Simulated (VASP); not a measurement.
# Vibrations of BAs: a test of the settings, part 2 of 2

How far do the zone-centre frequencies of BAs depend on the numerical settings? The starting structure is a measured crystal structure from the Crystallography Open Database.

VASP 6.6.1.

Results so far: reference T2 700.2 cm⁻¹.

## 3. Modes with a 6×6×6 mesh

Level of this step: LDA; plane waves and PAW (As, B) (VASP).

Against step 2 the input has a 6×6×6 mesh.

Input file INCAR:

```
SYSTEM = BAs
PREC = Accurate
ENCUT = 450
EDIFF = 1E-08
NELM = 100
ISMEAR = 0
SIGMA = 0.03
LREAL = .FALSE.
ALGO = Normal
GGA = CA
NBANDS = 10
LORBIT = 11
LWAVE = .FALSE.
LCHARG = .FALSE.
KPAR = 4
IBRION = 8
LEPSILON = .TRUE.
ISIF = 2
```

Input file POSCAR:

```
BAs
1.0
    0.0000000000      2.3712508312      2.3712508312
    2.3712508312      0.0000000000      2.3712508312
    2.3712508312      2.3712508312      0.0000000000
As B
1 1
Direct
    0.7500000000      0.7500000000      0.7500000000
    0.0000000000      0.0000000000      0.0000000000
```

Input file KPOINTS:

```
Automatic mesh
0
Gamma
6 6 6
0 0 0
```

The projector-augmented-wave data sets are As and B (LDA family, release 64).

Command:

```
$ mpirun -np 4 vasp_std
```

Log:

```text
[... set-up lines as in an earlier step ...]
 entering main loop
       N       E                     dE             d eps       ncg     rms          rms(c)
DAV:   1     0.783280134664E+01    0.78328E+01   -0.34612E+03   328   0.620E+02
DAV:   2    -0.130649421845E+02   -0.20898E+02   -0.19754E+02   442   0.967E+01
DAV:   3    -0.136812682902E+02   -0.61633E+00   -0.61540E+00   392   0.164E+01
DAV:   4    -0.136828426527E+02   -0.15744E-02   -0.15743E-02   380   0.896E-01
[...]
DAV:  11    -0.129069411886E+02   -0.13960E-05   -0.16570E-06   370   0.926E-03    0.128E-02
DAV:  12    -0.129069410281E+02    0.16057E-06   -0.73406E-07   348   0.389E-03    0.301E-03
DAV:  13    -0.129069410317E+02   -0.36567E-08   -0.29522E-08   358   0.121E-03
   1 F= -.12906941E+02 E0= -.12906941E+02  d E =-.863178E-12
 Linear response reoptimize wavefunctions to high precision
DAV:   1    -0.129069410323E+02   -0.63045E-09   -0.53019E-09   360   0.337E-04
DAV:   2    -0.129069410324E+02   -0.15689E-10   -0.11737E-10   210   0.901E-05
 Linear response G [H, r] |phi>, progress :
  Direction:   1
[...]
RMM:  12    -0.377199965059E-01   -0.88413E-07   -0.40800E-08  1010   0.472E-05    0.388E-08
 first order change of Fermi-energy  -0.43555E-01
 force on displaced ion       1 direction 1 : -17.137   0.000   0.000
 Born effective charge ion    1 direction 1 :   0.327   0.000   0.000
 Linear response progress:
  Degree of freedom:   2/  2
       N       E                     dE             d eps       ncg     rms          rms(c)
RMM:   1    -0.444917208318E-01   -0.44492E-01   -0.49036E-03  2130   0.109E+00
RMM:   2    -0.409345722102E-01    0.35571E-02   -0.56673E-04  1457   0.211E-01    0.103E-01
RMM:   3    -0.409986261925E-01   -0.64054E-04    0.91742E-05  1498   0.692E-02    0.535E-02
RMM:   4    -0.412941623404E-01   -0.29554E-03    0.17734E-05  1477   0.641E-02    0.750E-03
[...]
RMM:   9    -0.412847115104E-01    0.13871E-07   -0.51911E-08  1683   0.400E-05    0.172E-06
RMM:  10    -0.412846935536E-01    0.17957E-07   -0.10717E-08  1543   0.315E-05    0.433E-07
RMM:  11    -0.412846778348E-01    0.15719E-07   -0.98196E-10  1228   0.308E-05    0.569E-08
 first order change of Fermi-energy   0.44652E-01
 force on displaced ion       2 direction 1 : -17.140   0.000   0.000
 Born effective charge ion    2 direction 1 :  -0.744   0.000   0.000
 Born effective charges drift removed
 Linear response finished
```

Run time: 26 s. Hardware: 4 MPI ranks of Intel Xeon Platinum 8259CL at 2.50GHz (Skylake/Cascade Lake), shared host; peak memory 0.58 GiB.

OUTCAR, selected parts (step 3):

```text
  Total        0.0054740      0.0054740      0.0054740      0.0000000      0.0000000      0.0000000
  in kB        0.3288887      0.3288887      0.3288887      0.0000000      0.0000000      0.0000000
  external PRESSURE =       0.3288887 kB  Pullay stress =       0.0000000 kB

 POSITION                                       TOTAL-FORCE (eV/Angst)
 -----------------------------------------------------------------------------------
      3.55688      3.55688      3.55688         0.000000      0.000000      0.000000
      0.00000      0.00000      0.00000        -0.000000     -0.000000     -0.000000
 -----------------------------------------------------------------------------------
    total drift:                               -0.000000     -0.000000     -0.000000

 MACROSCOPIC STATIC DIELECTRIC TENSOR (including local field effects in DFT)
 ------------------------------------------------------
          11.082678     0.000000     0.000000
           0.000000    11.082678     0.000000
          -0.000000     0.000000    11.082678
 ------------------------------------------------------

 MACROSCOPIC STATIC DIELECTRIC TENSOR IONIC CONTRIBUTION
 ------------------------------------------------------
           0.112254     0.000000     0.000000
           0.000000     0.112254    -0.000000
           0.000000    -0.000000     0.112254
 ------------------------------------------------------

[... 1 part as in an earlier step ...]

[... 1 further part left out ...]
```

With a 6×6×6 mesh the mode is T2 702.4 cm⁻¹, +2.2 cm⁻¹ from the reference.

## 4. Modes with a cutoff of 320 eV

Against step 2 the input has ENCUT = 320.

INCAR: that of step 3 with these lines changed.

```diff
@@ -2,3 +2,3 @@
 PREC = Accurate
-ENCUT = 450
+ENCUT = 320
 EDIFF = 1E-08
```

POSCAR is that of step 3.

Input file KPOINTS:

```
Automatic mesh
0
Gamma
12 12 12
0 0 0
```

Command:

```
$ mpirun -np 4 vasp_std
```

Log:

```text
[... set-up lines as in an earlier step ...]
 entering main loop
       N       E                     dE             d eps       ncg     rms          rms(c)
DAV:   1     0.454495010757E+01    0.45450E+01   -0.28378E+03  1440   0.478E+02
DAV:   2    -0.132626434158E+02   -0.17808E+02   -0.16858E+02  2028   0.863E+01
DAV:   3    -0.136853155993E+02   -0.42267E+00   -0.42203E+00  1680   0.134E+01
DAV:   4    -0.136863791136E+02   -0.10635E-02   -0.10635E-02  1788   0.774E-01
[...]
DAV:  11    -0.129202358810E+02   -0.16437E-05   -0.18828E-06  1808   0.930E-03    0.138E-02
DAV:  12    -0.129202356183E+02    0.26277E-06   -0.97190E-07  1596   0.430E-03    0.311E-03
DAV:  13    -0.129202356275E+02   -0.92235E-08   -0.31199E-08  1658   0.127E-03
   1 F= -.12920236E+02 E0= -.12920236E+02  d E =-.105136E-28
 Linear response reoptimize wavefunctions to high precision
DAV:   1    -0.129202356266E+02    0.91825E-09   -0.62095E-09  1608   0.356E-04
DAV:   2    -0.129202356266E+02    0.14779E-11   -0.13204E-10   916   0.929E-05
 Linear response G [H, r] |phi>, progress :
  Direction:   1
[...]
RMM:  11    -0.376235027987E-01    0.34667E-07    0.27060E-07  6326   0.343E-05    0.374E-08
 first order change of Fermi-energy   0.13257E-02
 force on displaced ion       1 direction 1 : -17.024  -0.000  -0.000
 Born effective charge ion    1 direction 1 :   0.557   0.000   0.000
 Linear response progress:
  Degree of freedom:   2/  2
       N       E                     dE             d eps       ncg     rms          rms(c)
RMM:   1    -0.439315726971E-01   -0.43932E-01    0.42916E-04 13291   0.106E+00
RMM:   2    -0.409642346015E-01    0.29673E-02   -0.89323E-04  8803   0.208E-01    0.102E-01
RMM:   3    -0.410184125755E-01   -0.54178E-04   -0.61072E-05  9224   0.676E-02    0.531E-02
RMM:   4    -0.413089506247E-01   -0.29054E-03   -0.79285E-05  9025   0.629E-02    0.741E-03
[...]
RMM:   8    -0.412918503880E-01   -0.11584E-06   -0.31390E-08  9855   0.583E-05    0.134E-05
RMM:   9    -0.412917932941E-01    0.57094E-07   -0.44946E-08 10215   0.405E-05    0.171E-06
RMM:  10    -0.412917889819E-01    0.43122E-08   -0.27345E-08  9173   0.319E-05    0.440E-07
 first order change of Fermi-energy  -0.93354E-03
 force on displaced ion       2 direction 1 : -17.022   0.000   0.000
 Born effective charge ion    2 direction 1 :  -0.562   0.000   0.000
 Born effective charges drift removed
 Linear response finished
```

It took 70 s on 4 MPI ranks; peak memory 0.83 GiB.

Parts of OUTCAR (step 4):

```text
  Total       -0.0765880     -0.0765880     -0.0765880     -0.0000000     -0.0000000      0.0000000
  in kB       -4.6015973     -4.6015973     -4.6015973     -0.0000000     -0.0000000      0.0000000
  external PRESSURE =      -4.6015973 kB  Pullay stress =       0.0000000 kB

 POSITION                                       TOTAL-FORCE (eV/Angst)
 -----------------------------------------------------------------------------------
      3.55688      3.55688      3.55688        -0.000000     -0.000000     -0.000000
      0.00000      0.00000      0.00000         0.000000      0.000000      0.000000
 -----------------------------------------------------------------------------------
    total drift:                               -0.000001     -0.000001     -0.000001

 MACROSCOPIC STATIC DIELECTRIC TENSOR (including local field effects in DFT)
 ------------------------------------------------------
           9.677707    -0.000000     0.000000
           0.000000     9.677707    -0.000000
           0.000000    -0.000000     9.677707
 ------------------------------------------------------

 MACROSCOPIC STATIC DIELECTRIC TENSOR IONIC CONTRIBUTION
 ------------------------------------------------------
           0.123730     0.000000    -0.000000
           0.000000     0.123730    -0.000000
          -0.000000    -0.000000     0.123730
 ------------------------------------------------------

[... 1 part as in an earlier step ...]

[... 1 further part left out ...]
```

With a cutoff of 320 eV the mode is T2 700.0 cm⁻¹, -0.2 cm⁻¹ from the reference.

## 5. Modes with a 14×14×14 mesh

Against step 2 the input has a 14×14×14 mesh.

INCAR: that of step 4 with these lines changed.

```diff
@@ -2,3 +2,3 @@
 PREC = Accurate
-ENCUT = 320
+ENCUT = 450
 EDIFF = 1E-08
```

POSCAR is that of step 4.

Input file KPOINTS:

```
Automatic mesh
0
Gamma
14 14 14
0 0 0
```

Command:

```
$ mpirun -np 4 vasp_std
```

Log:

```text
[... set-up lines as in an earlier step ...]
 entering main loop
       N       E                     dE             d eps       ncg     rms          rms(c)
DAV:   1     0.840188007885E+01    0.84019E+01   -0.34669E+03  2080   0.624E+02
DAV:   2    -0.131242947829E+02   -0.21526E+02   -0.20283E+02  2842   0.100E+02
DAV:   3    -0.136941263008E+02   -0.56983E+00   -0.56866E+00  2522   0.161E+01
DAV:   4    -0.136956346585E+02   -0.15084E-02   -0.15082E-02  2476   0.909E-01
[...]
DAV:  11    -0.129263175033E+02   -0.14308E-05   -0.16198E-06  2536   0.930E-03    0.130E-02
DAV:  12    -0.129263173316E+02    0.17166E-06   -0.80679E-07  2298   0.399E-03    0.292E-03
DAV:  13    -0.129263173355E+02   -0.39163E-08   -0.29788E-08  2376   0.125E-03
   1 F= -.12926317E+02 E0= -.12926317E+02  d E =-.228390E-29
 Linear response reoptimize wavefunctions to high precision
DAV:   1    -0.129263173357E+02   -0.22618E-09   -0.57382E-09  2308   0.350E-04
DAV:   2    -0.129263173358E+02   -0.22737E-10   -0.13002E-10  1298   0.948E-05
 Linear response G [H, r] |phi>, progress :
  Direction:   1
[...]
RMM:  11    -0.376876656354E-01   -0.14512E-08    0.10841E-07  9493   0.416E-05    0.590E-08
 first order change of Fermi-energy  -0.11103E-02
 force on displaced ion       1 direction 1 : -17.030   0.000   0.000
 Born effective charge ion    1 direction 1 :   0.560   0.000   0.000
 Linear response progress:
  Degree of freedom:   2/  2
       N       E                     dE             d eps       ncg     rms          rms(c)
RMM:   1    -0.438261743022E-01   -0.43826E-01    0.53785E-04 20329   0.109E+00
RMM:   2    -0.408751221128E-01    0.29511E-02   -0.95106E-04 13440   0.215E-01    0.102E-01
RMM:   3    -0.409229115791E-01   -0.47789E-04   -0.84179E-05 14134   0.687E-02    0.532E-02
RMM:   4    -0.412099224080E-01   -0.28701E-03   -0.93834E-05 13880   0.635E-02    0.748E-03
[...]
RMM:   9    -0.411892658565E-01    0.90857E-07    0.54291E-08 15631   0.382E-05    0.172E-06
RMM:  10    -0.411892795603E-01   -0.13704E-07    0.65102E-08 14165   0.290E-05    0.419E-07
RMM:  11    -0.411892731262E-01    0.64341E-08    0.70426E-08 10461   0.282E-05    0.519E-08
 first order change of Fermi-energy   0.10644E-02
 force on displaced ion       2 direction 1 : -17.031   0.000   0.000
 Born effective charge ion    2 direction 1 :  -0.561   0.000   0.000
 Born effective charges drift removed
 Linear response finished
```

Run time: 2 min. Hardware: 4 MPI ranks; peak memory 1.3 GiB.

Parts of OUTCAR (step 5):

```text
  Total       -0.0009567     -0.0009567     -0.0009567      0.0000000      0.0000000      0.0000000
  in kB       -0.0574809     -0.0574809     -0.0574809      0.0000000      0.0000000      0.0000000
  external PRESSURE =      -0.0574809 kB  Pullay stress =       0.0000000 kB

 MACROSCOPIC STATIC DIELECTRIC TENSOR (including local field effects in DFT)
 ------------------------------------------------------
           9.652475     0.000000    -0.000000
           0.000000     9.652475     0.000000
           0.000000     0.000000     9.652475
 ------------------------------------------------------

 MACROSCOPIC STATIC DIELECTRIC TENSOR IONIC CONTRIBUTION
 ------------------------------------------------------
           0.124489    -0.000000     0.000000
          -0.000000     0.124489    -0.000000
           0.000000    -0.000000     0.124489
 ------------------------------------------------------

[... 2 parts as in an earlier step ...]

[... 1 further part left out ...]
```

With a 14×14×14 mesh the mode is T2 700.1 cm⁻¹, -0.1 cm⁻¹ from the reference.

## 6. Modes with finite displacements

Against step 2 the input has IBRION = 6, NFREE = 2, POTIM = 0.015 and no LEPSILON (also changed: NSW).

INCAR: that of step 5 with these lines changed.

```diff
@@ -15,4 +15,6 @@
 KPAR = 4
-IBRION = 8
-LEPSILON = .TRUE.
+IBRION = 6
+NFREE = 2
+POTIM = 0.015
+NSW = 1
 ISIF = 2
```

POSCAR is that of step 5.

Input file KPOINTS:

```
Automatic mesh
0
Gamma
12 12 12
0 0 0
```

Command:

```
$ mpirun -np 4 vasp_std
```

Log:

```text
[... set-up lines as in an earlier step ...]
 entering main loop
       N       E                     dE             d eps       ncg     rms          rms(c)
[... 13 cycles as in an earlier step ...]
   1 F= -.12926263E+02 E0= -.12926263E+02  d E =-.364664E-29
[...]
2 F= -.12924348E+02 E0= -.12924348E+02  d E =-.807254E-12
[...]
3 F= -.12924348E+02 E0= -.12924348E+02  d E =-.806392E-12
[...]
4 F= -.12924348E+02 E0= -.12924348E+02  d E =-.803668E-12
[...]
5 F= -.12924348E+02 E0= -.12924348E+02  d E =-.799536E-12
 Finite differences progress:
  Degree of freedom:   2/  2
  Displacement:        2/  2
  Total:               4/  4
```

Run time: 27 s. Hardware: 4 MPI ranks; peak memory 0.85 GiB.

OUTCAR, selected parts (step 6):

```text
  Total       -0.0006494      0.0030005      0.0030005      0.0000000      0.1166916      0.0000000
  in kB       -0.0390152      0.1802791      0.1802791      0.0000000      7.0111243      0.0000000
  external PRESSURE =       0.1071810 kB  Pullay stress =       0.0000000 kB

 POSITION                                       TOTAL-FORCE (eV/Angst)
 -----------------------------------------------------------------------------------
      3.55688      3.55688      3.55688        -0.255353      0.000000      0.000000
     -0.01500      0.00000      0.00000         0.255353     -0.000000     -0.000000
 -----------------------------------------------------------------------------------
    total drift:                                0.000038     -0.000000     -0.000000

  FREE ENERGIE OF THE ION-ELECTRON SYSTEM (eV)
  ---------------------------------------------------
  free  energy   TOTEN  =       -12.9243481399 eV

  energy  without entropy=      -12.9243481399  energy(sigma->0) =      -12.92434814

[... 2 parts as in an earlier step ...]

[... 1 further part left out ...]
[key lines of the parts left out:]
E-fermi :   6.6329
```

The last energy, forces and stress in OUTCAR belong to the last displaced cell, not to that of POSCAR.

With finite displacements the mode is T2 700.0 cm⁻¹, -0.2 cm⁻¹ from the reference.

## 7. All runs side by side

```csv
run,T2,method,core minutes
reference,700.2,perturbation theory,6.2
a 6×6×6 mesh,702.4,perturbation theory,1.73
a cutoff of 320 eV,700.0,perturbation theory,4.67
a 14×14×14 mesh,700.1,perturbation theory,8.07
finite displacements,700.0,finite displacements,1.8
```

Modes are in cm⁻¹, degenerate ones as one, matched between runs by symmetry and order. A number in brackets counts the listed modes of one symmetry from the lowest. The symmetry labels come from an automatic analysis and can be wrong where levels nearly coincide. Core minutes are wall time times ranks of the run shown, on a shared host.

## 8. Outcome

| Quantity | Value |
| --- | --- |
| T2, reference | 700.2 cm⁻¹ |
| T2, a 6×6×6 mesh | 702.4 cm⁻¹ |
| T2, a cutoff of 320 eV | 700.0 cm⁻¹ |
| T2, a 14×14×14 mesh | 700.1 cm⁻¹ |
| T2, finite displacements | 700.0 cm⁻¹ |

The largest change comes with a 6×6×6 mesh: +2.2 cm⁻¹ in T2. On finer settings the modes change by up to -0.1 cm⁻¹ in T2 with a 14×14×14 mesh. Other changes move the modes by more: +2.2 cm⁻¹ in T2 with a 6×6×6 mesh. The dielectric constants and Born charges in the logs aren't compared here; at a small gap they can be far off, and in a run without a gap they mean nothing. The frequencies are harmonic, and the splitting of polar modes by their long-range field is left out. Further runs on this material are not shown.

[Lines on the potential files, build, host, timing and source positions are cut from VASP's logs without a mark.]

[Logs are printed without paths, hosts, clocks, repeated set-up lines and the standing remarks that a program may print on its own settings, such as how far it seeks lower states.]

[Hosts, paths, dates, database ids (printed as entryN), source tags and the programs' standing remarks are cut or masked in the printed files.]
